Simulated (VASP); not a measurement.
# MgO (Fm-3m) in VASP: further runs

Aim: see how the results for MgO move with the level of theory and the settings. Levels: PBEsol+D3, BLYP+D3(BJ), B3LYP+TS. Tasks: chemical shielding, density of states.

Program: VASP 6.6.1. These are calculated values, not measurements. Logs are shortened: lines on timing, memory, paths and dates and some standing lists are left out, and cuts for length are marked.

### 1 The undisturbed crystal

Symmetry: Fm-3m, No. 225, cubic system. Conventional cell: a = 4.194 Å, b = 4.194 Å, c = 4.194 Å, α = 90.00°, β = 90.00°, γ = 90.00°. Mg (site symmetry m-3m) is surrounded by 6 O at 2.10 Å. Around O (site symmetry m-3m) lie 6 Mg at 2.10 Å.

The cell is a database's computed one.

### 2 Chemical shielding, PBEsol+D3 (atoms moved at random, drawn with an rms of 0.15 Å)

File INCAR:

```
PREC = Accurate
ENCUT = 400
EDIFF = 1E-8
ISMEAR = 0
SIGMA = 0.1
LREAL = F
LASPH = T
NELM = 80
ALGO = Normal
ISIF = 2
LWAVE = F
LCHARG = F
GGA = PS
IVDW = 11
LCHIMAG = T
DQ = 0.001
ICHIBARE = 1
LNMR_SYM_RED = T
```

File KPOINTS:

```
Automatic mesh
0
Gamma
  11 11 11
```

File POSCAR:

```
MgO
1.0
    0.0000000000      2.0970013927      2.0970013927
    2.0970013927      0.0000000000      2.0970013927
    2.0970013927      2.0970013927      0.0000000000
Mg O
1 1
Direct
    0.0129250000      0.0315350000     -0.0239610000
    0.5290230000      0.4735060000      0.5154400000
```

Potentials or basis: VASP PAW PBE potentials, release 64 (Mg, O_s).

Launch:

```sh
$ cat potpaw_PBE.64/Mg/POTCAR potpaw_PBE.64/O_s/POTCAR > POTCAR
$ mpirun -np 1 vasp_std > vasp.out
```

OUTCAR:

```text
PREC = Accurate
   ENCUT = 400
   EDIFF = 1E-8
   ISMEAR = 0
   LREAL = F
   LASPH = T
   NELM = 80
   ISIF = 2
   GGA = PS
   IVDW = 11
 IVDW          = 11

 ion  position               nearest neighbor table
   1  0.013  0.032  0.976-   2 1.98   2 2.01   2 2.06   2 2.14   2 2.19   2 2.22
   2  0.529  0.474  0.515-   1 1.98   1 2.01   1 2.06   1 2.14   1 2.19   1 2.22

  LATTYP: Found a face centered cubic cell.
 ALAT       =     4.1940027854

  Lattice vectors:

 A1 = (   0.0000000000,   2.0970013927,   2.0970013927)
 A2 = (   2.0970013927,   0.0000000000,   2.0970013927)
 A3 = (   2.0970013927,   2.0970013927,   0.0000000000)

Analysis of symmetry for initial positions (statically):
=====================================================================
 Subroutine PRICEL returns:
 Original cell was already a primitive cell.

 Routine SETGRP: Setting up the symmetry group for a
 face centered cubic supercell.

 Subroutine GETGRP returns: Found  1 space group operations
 (whereof  1 operations were pure point group operations)
 out of a pool of 48 trial point group operations.

The static configuration has the point symmetry C_1 .

Analysis of symmetry for dynamics (positions and initial velocities):
=====================================================================
 Subroutine PRICEL returns:
 Original cell was already a primitive cell.

 Routine SETGRP: Setting up the symmetry group for a
 face centered cubic supercell.

 Subroutine GETGRP returns: Found  1 space group operations
 (whereof  1 operations were pure point group operations)
 out of a pool of 48 trial point group operations.

The dynamic configuration has the point symmetry C_1 .

 Subroutine INISYM returns: Found  1 space group operations
 (whereof  1 operations are pure point group operations),
 and found     1 'primitive' translations

----------------------------------------------------------------------------------------

                                     Primitive cell

  volume of cell :      18.4428

  direct lattice vectors                    reciprocal lattice vectors
     0.000000000  2.097001393  2.097001393    -0.238435702  0.238435702  0.238435702
     2.097001393  0.000000000  2.097001393     0.238435702 -0.238435702  0.238435702
     2.097001393  2.097001393  0.000000000     0.238435702  0.238435702 -0.238435702

  length of vectors
     2.965607810  2.965607810  2.965607810     0.412982751  0.412982751  0.412982751

  position of ions in fractional coordinates (direct lattice)
     0.012925000  0.031535000  0.976039000
     0.529023000  0.473506000  0.515440000

  ion indices of the primitive-cell ions
   primitive index   ion index
                 1           1
                 2           2

----------------------------------------------------------------------------------------

 KPOINTS: Automatic mesh

Automatic generation of k-mesh.
 Grid dimensions read from file:
 generate k-points for:   11   11   11

 Generating k-lattice:

  Cartesian coordinates                     Fractional coordinates (reciprocal lattice)
    -0.021675973  0.021675973  0.021675973     0.090909091  0.000000000  0.000000000
     0.021675973 -0.021675973  0.021675973     0.000000000  0.090909091  0.000000000
     0.021675973  0.021675973 -0.021675973     0.000000000  0.000000000  0.090909091

  Length of vectors
     0.037543886  0.037543886  0.037543886

  Shift w.r.t. Gamma in fractional coordinates (k-lattice)
     0.000000000  0.000000000  0.000000000

 Subroutine IBZKPT returns following result:
 ===========================================

 Found    666 irreducible k-points:

 Following reciprocal coordinates:
            Coordinates               Weight
  0.000000  0.000000  0.000000      1.000000
  0.090909  0.000000  0.000000      2.000000
  0.000000  0.090909  0.000000      2.000000
  0.000000  0.000000  0.090909      2.000000
  0.090909  0.090909  0.090909      2.000000
  0.181818  0.000000  0.000000      2.000000
[... 16 lines left out ...]
  0.000000  0.090909  0.090909      2.000000
  0.090909  0.000000  0.090909      2.000000
 [... further k-points ...]
   k-points           NKPTS =    666   k-points in BZ     NKDIM =    666   number of bands    NBANDS=      8
   number of dos      NEDOS =    301   number of ions     NIONS =      2
   total plane-waves  NPLWV =   8000
   dimension x,y,z NGX =    20 NGY =   20 NGZ =   20
   dimension x,y,z NGXF=    40 NGYF=   40 NGZF=   40
   ions per type =               1   1
   NGX,Y,Z   is equivalent  to a cutoff of  11.21, 11.21, 11.21 a.u.
   NGXF,Y,Z  is equivalent  to a cutoff of  22.42, 22.42, 22.42 a.u.
 SYSTEM =  unknown system
   PREC   = accura    normal or accurate (medium, high low for compatibility)
   ISTART =      0    job   : 0-new  1-cont  2-samecut
   ICHARG =      2    charge: 1-file 2-atom 10-const
   ISPIN  =      1    spin polarized calculation?
   LNONCOLLINEAR =      F non collinear calculations
[... 71 lines left out ...]
 k-point    24 :       0.0909    0.0000    0.0909
  band No.  band energies     occupation
      1     -13.6887      2.00000
      2       2.8080      2.00000
      3       3.3081      2.00000
      4       3.3254      2.00000
      5       8.9028      0.00000
      6      17.7751      0.00000
      7      19.5437      0.00000
      8      19.5852      0.00000

 [... further k-points ...]

 Edisp (eV)   -0.33372

 E8    (eV) :    -0.1822

  FORCE on cell =-STRESS in cart. coord.  units (eV):
  Direction    XX          YY          ZZ          XY          YZ          ZX
  --------------------------------------------------------------------------------------
  -------------------------------------------------------------------------------------
  Total      -0.17528     0.35340     0.09365     0.03492     0.08249    -0.02520
  in kB     -15.22723    30.70050     8.13533     3.03317     7.16597    -2.18936
  external pressure =        7.87 kB  Pullay stress =        0.00 kB

 VOLUME and BASIS-vectors are now :
 -----------------------------------------------------------------------------
  energy-cutoff  :      400.00
  volume of cell :       18.44
      direct lattice vectors                 reciprocal lattice vectors
     0.000000000  2.097001393  2.097001393    -0.238435702  0.238435702  0.238435702
     2.097001393  0.000000000  2.097001393     0.238435702 -0.238435702  0.238435702
     2.097001393  2.097001393  0.000000000     0.238435702  0.238435702 -0.238435702

 POSITION                                       TOTAL-FORCE (eV/Angst)
 -----------------------------------------------------------------------------------
      2.11288      2.07386      0.09323        -0.209132      0.714309     -0.505745
      2.07382      2.19024      2.10230         0.209132     -0.714309      0.505745
 -----------------------------------------------------------------------------------
    total drift:                                0.000049      0.000078     -0.000059

  FREE ENERGIE OF THE ION-ELECTRON SYSTEM (eV)
  ---------------------------------------------------
  free  energy   TOTEN  =       -12.7746227391 eV

  energy  without entropy=      -12.7746227391  energy(sigma->0) =      -12.77462274

------------------------ aborting loop because EDIFF is reached ----------------------------------------

  Approximate magnetic susceptibility, pGv (10^-6 cm^3/mole)
     1         -9.711559          0.001361          0.001067
     2          0.003470         -9.734842          0.001475
     3          0.002891         -0.001243         -9.723196
 -------------------------------------------------------------
  Approximate magnetic susceptibility, vGv (10^-6 cm^3/mole)
     1         -9.577434          0.000640          0.000824
     2          0.003120         -9.611584          0.000865
     3          0.002761         -0.001191         -9.594999

         principal value                      axis
       (10^-6 cm^3/mole)           x,          y,          z
      --------------------------------------------------------
               -9.611691      0.0556     -0.9983     -0.0157
               -9.595173     -0.0983     -0.0211      0.9949
               -9.577153     -0.9936     -0.0538     -0.0993
 -------------------------------------------------------------

 -------------------------------------------------------------
  G=0 CONTRIBUTION TO CHEMICAL SHIELDING (field along BDIR)
  using pGv susceptibility, excluding core contribution
 -------------------------------------------------------------
   BDIR                X                 Y                 Z
 -------------------------------------------------------------
     1          7.325385         -0.001027         -0.000805
     2         -0.002617          7.342947         -0.001113
     3         -0.002181          0.000938          7.334162
 -------------------------------------------------------------

  Core NMR properties

  typ  El   Core shielding (ppm)
 ----------------------------
    1  Mg     695.6707301
    2  O      271.0766935
 ----------------------------

  Core contribution to magnetic susceptibility:     -3.94  10^-6 cm^3/mole
 --------------------------------------------------------------------------

  CSA tensor (J. Mason, Solid State Nucl. Magn. Reson. 2, 285 (1993))
  for chemical shielding  (including the isotropic core contribution)

  BDIR labels direction of applied magnetic field (i.e. B0)
  For BDIR==1, B0 along x-axis, etc.
  Induced field listed along cartesian directions for each BDIR
 ------------------------------------------------------------------------------------------
                 EXCLUDING G=0 CONTRIBUTION              INCLUDING G=0 CONTRIBUTION
 ------------------------------------------------------------------------------------------
  ion  BDIR            X           Y           Z                X           Y           Z
          (   iso_shield        span        skew ) (   iso_shield        span        skew )
 ------------------------------------------------------------------------------------------
    1     1     533.0614      0.9049     -0.6701         543.3586      0.9039     -0.6709
          2       0.9046    537.7513      2.0787           0.9020    548.0659      2.0775
          3      -0.6700      2.0789    535.4770          -0.6722      2.0799    545.7829
          (     535.4299      6.5802      0.2707 ) (     545.7358      6.5922      0.2703 )

    2     1     181.5726     -0.2353      0.1763         191.8698     -0.2364      0.1755
          2      -0.2321    182.5787     -0.5274          -0.2347    192.8934     -0.5285
          3       0.1747     -0.5314    182.0965           0.1725     -0.5305    192.4024
          (     182.0826      1.4693      0.6636 ) (     192.3885      1.4834      0.6528 )
 ------------------------------------------------------------------------------------------
  IF SPAN.EQ.0, THEN SKEW IS ILL-DEFINED
 ------------------------------------------------------------------------------------------
```

Wall time 16 min (1 thread of Intel Xeon Platinum 8559C (Emerald Rapids), shared host); peak memory 0.55 GiB.

What came out:

```
Dispersion energy per atom : -0.167 eV
```

Chemical shielding (ppm):
```tsv
atom	isotropic	span	skew
1 Mg	546	7	0.27
2 O	192	1	0.65
```

Caveat: the PAW data sets were made with another functional, which shifts forces and pressure a little.

### 3 Density of states, BLYP+D3(BJ) (atoms moved at random, drawn with an rms of 0.02 Å)

File run.py:

```python
from ase.calculators.vasp import Vasp
from ase.dft.dos import DOS
from ase.io import read

atoms = read('POSCAR')
calc = Vasp(
    directory='calc',
    xc='blyp',
    pp='PBE',
    setups={'base': 'minimal', 'O': '_h'},
    prec='Accurate',
    encut=900,
    ediff=1e-06,
    ismear=0,
    sigma=0.1,
    lreal=False,
    lasph=True,
    nelm=80,
    algo='Normal',
    isif=2,
    lwave=False,
    lcharg=False,
    ivdw=12,
    vdw_s6=1.0,
    vdw_s8=2.6996,
    vdw_a1=0.4298,
    vdw_a2=4.2359,
    lorbit=11,
    kpts=[11, 11, 11],
    gamma=True,
    nbands=11,
)
atoms.calc = calc

print('energy (eV):', atoms.get_potential_energy())
print('free energy (eV):', atoms.get_potential_energy(force_consistent=True))
print('forces (eV/A):')
print(atoms.get_forces())
print('stress (eV/A^3, Voigt):', atoms.get_stress())
print('Fermi level (eV):', calc.get_fermi_level())
dos = DOS(calc, width=0.05, window=(-10, 10), npts=201)
print('E - E_F (eV), DOS (1/eV)')
for e, g in zip(dos.get_energies(), dos.get_dos()):
    print(f'{e:8.3f} {g:10.4f}')
```

File POSCAR:

```
MgO
1.0
    0.0000000000      2.0970013927      2.0970013927
    2.0970013927      0.0000000000      2.0970013927
    2.0970013927      2.0970013927      0.0000000000
Mg O
1 1
Direct
   -0.0035920000     -0.0040530000      0.0095850000
    0.4991780000      0.5060980000      0.4910500000
```

Potentials or basis: VASP PAW PBE potentials, release 64 (Mg, O_h).

Launch:

```sh
$ python run.py
```

Run time: 2.3 min. Hardware: 1 thread of Intel Xeon Platinum 8559C (Emerald Rapids), shared host; peak memory 0.45 GiB.

Results (log left out):

| Item | Value |
| --- | --- |
| Free energy | -12.6136 eV |
| Pressure | -3.1 GPa |
| Largest force | 0.269 eV/Å |
| Band gap on the k mesh | 5.14 eV, direct |
| Valence electrons inside the program's atomic spheres | Mg 0.41; O 3.41 |
| Dispersion energy per atom | -0.646 eV |

Forces on the atoms (eV/Å):
```
Mg  -0.102 -0.193  0.158
O    0.102  0.193 -0.158
```

Stress tensor (GPa, compression positive):
```
-3.28 -0.04  0.03
-0.04 -2.98  0.06
 0.03  0.06 -3.12
```

Levels at points of the mesh, in eV from the valence-band top:
```
           k point  band 2  band 3  band 4  band 5  band 6  band 7
(0.00, 0.00, 0.00)    0.00    0.00    0.00    5.14   16.06   16.07
```

States per cell in windows of 1 eV (zero at the valence-band top; states under -8 eV left out):
| from (eV) | total | O2_p | Mg1_p | Mg1_s | Mg1_d | O2_s | O2_d |
| --- | --- | --- | --- | --- | --- | --- | --- |
| -8.0 | 0.00 | 0.00 | 0.00 | 0.00 | 0.00 | 0.00 | 0.00 |
| -7.0 | 0.00 | 0.00 | 0.00 | 0.00 | 0.00 | 0.00 | 0.00 |
| -6.0 | 0.00 | 0.00 | 0.00 | 0.00 | 0.00 | 0.00 | 0.00 |
| -5.0 | 0.14 | 0.04 | 0.00 | 0.01 | 0.00 | 0.00 | 0.00 |
| -4.0 | 1.43 | 0.44 | 0.05 | 0.08 | 0.01 | 0.01 | 0.00 |
| -3.0 | 0.72 | 0.25 | 0.03 | 0.02 | 0.01 | 0.01 | 0.00 |
| -2.0 | 1.53 | 0.63 | 0.05 | 0.02 | 0.02 | 0.00 | 0.00 |
| -1.0 | 2.11 | 0.99 | 0.03 | 0.00 | 0.04 | 0.00 | 0.00 |
| 0.0 | 0.07 | 0.04 | 0.00 | 0.00 | 0.00 | 0.00 | 0.00 |
| 1.0 | 0.00 | 0.00 | 0.00 | 0.00 | 0.00 | 0.00 | 0.00 |
| 2.0 | 0.00 | 0.00 | 0.00 | 0.00 | 0.00 | 0.00 | 0.00 |
| 3.0 | 0.00 | 0.00 | 0.00 | 0.00 | 0.00 | 0.00 | 0.00 |
| 4.0 | 0.00 | 0.00 | 0.00 | 0.00 | 0.00 | 0.00 | 0.00 |
| 5.0 | 0.02 | 0.00 | 0.00 | 0.00 | 0.00 | 0.00 | 0.00 |
| 6.0 | 0.07 | 0.01 | 0.00 | 0.01 | 0.00 | 0.01 | 0.00 |
| 7.0 | 0.13 | 0.02 | 0.01 | 0.02 | 0.00 | 0.02 | 0.00 |

Caveat: the cutoff is under 1.25 times the usual one of these potentials, so pressure, stress and relaxed cells hold a basis-set (Pulay) error; the PAW data sets were made with another functional, which shifts forces and pressure a little.

### 4 Density of states, B3LYP+TS (atoms moved at random, drawn with an rms of 0.1 Å)

File POSCAR:

```
MgO
1.0
    0.0000000000      2.0970013927      2.0970013927
    2.0970013927      0.0000000000      2.0970013927
    2.0970013927      2.0970013927      0.0000000000
Mg O
1 1
Direct
   -0.0111690000     -0.0083340000      0.0019910000
    0.5083620000      0.4891820000      0.5308490000
```

File INCAR.step1:

```
PREC     = Accurate       # precision mode
ENCUT    = 500            # plane-wave cutoff, eV
EDIFF    = 1E-5           # SCF threshold, eV
ISMEAR   = -5             # smearing method
SIGMA    = 0.2            # smearing width, eV
LREAL    = False          # projectors in reciprocal space
LASPH    = True           # aspherical terms in the spheres
NELM     = 80             # most SCF steps
ALGO     = Normal         # electronic algorithm
ISIF     = 2              # what is computed and relaxed
LWAVE    = True           # write WAVECAR
LCHARG   = False          # write CHGCAR
GGA      = PE             # functional
```

File INCAR.step2:

```
PREC     = Accurate       # precision mode
ENCUT    = 500            # plane-wave cutoff, eV
EDIFF    = 1E-7           # SCF threshold, eV
ISMEAR   = 0              # smearing method
SIGMA    = 0.2            # smearing width, eV
LREAL    = False          # projectors in reciprocal space
LASPH    = True           # aspherical terms in the spheres
NELM     = 80             # most SCF steps
ALGO     = Normal         # electronic algorithm
ISIF     = 2              # what is computed and relaxed
LWAVE    = False          # write WAVECAR
LCHARG   = False          # write CHGCAR
GGA      = B3             # functional
LHFCALC  = True           # exact exchange
AEXX     = 0.2            # exact-exchange fraction
AGGAX    = 0.72         
AGGAC    = 0.81         
ALDAC    = 0.19         
PRECFOCK = Fast         
HFRCUT   = -1           
IVDW     = 2              # dispersion correction
LORBIT   = 11             # projections on sites
ISTART   = 1            
NEDOS    = 1001           # points of the DOS
```

File KPOINTS:

```
regular mesh
0
Gamma
  2 2 2
```

Potentials or basis: VASP PAW PBE potentials, release 64 (Mg, O).

Launch:

```sh
$ cat potpaw_PBE.64/Mg/POTCAR potpaw_PBE.64/O/POTCAR > POTCAR
$ cp INCAR.step1 INCAR
$ mpirun -np 1 vasp_std > vasp.out
$ cp INCAR.step2 INCAR
$ mpirun -np 1 vasp_std > vasp.out
```

Wall time 14 s (1 thread of Intel Xeon Platinum 8559C (Emerald Rapids), shared host); peak memory 0.13 GiB.

These settings aren't checked as converged: the numbers below hold their error.

Results:

```
Free energy                                           : -13.9058 eV
Pressure                                              : -2.4 GPa
Largest force                                         : 0.613 eV/Å
Band gap on the k mesh                                : 7.06 eV, direct
Valence electrons inside the program's atomic spheres : Mg 0.40; O 5.21
Hirshfeld charges                                     : Mg +0.41; O -0.41 e
Dispersion energy per atom                            : -0.455 eV
```

Caveat: the k mesh is coarse (spacing up to 1.30 Å⁻¹), so the values aren't converged, least of all with exact exchange; the PAW data sets were made with another functional, which shifts forces and pressure a little.
